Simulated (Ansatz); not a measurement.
# LaB₆ (CaB6-type start) from one functional to the next

The compound was started in one structure type and brought to zero pressure at each level (plane-wave PAW code Ansatz, Gaussian smearing of 0.05 eV, scalar-relativistic unless SOC, spin–orbit coupling, is named).

Whether the compound forms in this structure isn't claimed.

The cell at PBE (neighbours within 15 % of each site's shortest distance, so a longer bond may be listed from one end only): Symmetry: Pm-3m, No. 221, cubic system. The conventional cell has a = 4.155 Å, b = 4.155 Å, c = 4.155 Å, α = 90.00°, β = 90.00°, γ = 90.00°. Around La (site symmetry m-3m) lie 24 B at 3.05 Å. B (site symmetry 4mm) is surrounded by 5 B at 1.66 to 1.76 Å.

| level | cutoff (eV) | k-mesh | final group | a (Å) | V (Å³/atom) | gap (eV) | B0 (GPa) | E_f (eV/atom) |
| --- | --- | --- | --- | --- | --- | --- | --- | --- |
| PBE | 420 | 8×8×8 | Pm-3m | 4.155 | 10.25 | metal | 174 | -0.56 |
| r²SCAN | 500 | 8×8×8 | Pm-3m | 4.152 | 10.23 | metal | 180 | -0.63 |

Volumes against PBE: r²SCAN −0.2 %. The formation energy spans 0.07 eV/atom over the functionals (r²SCAN lowest, PBE highest); the spread holds the functional's effect on the elements as well as on the compound.

The heavy elements are treated without spin–orbit coupling. The PAW datasets were made for PBE. E_f is the formation energy from the elements run alike, at 0 K, without zero-point energy; it is good to about 0.01 eV/atom as a calculation.

All runs used the PAW datasets of the set soft_2.
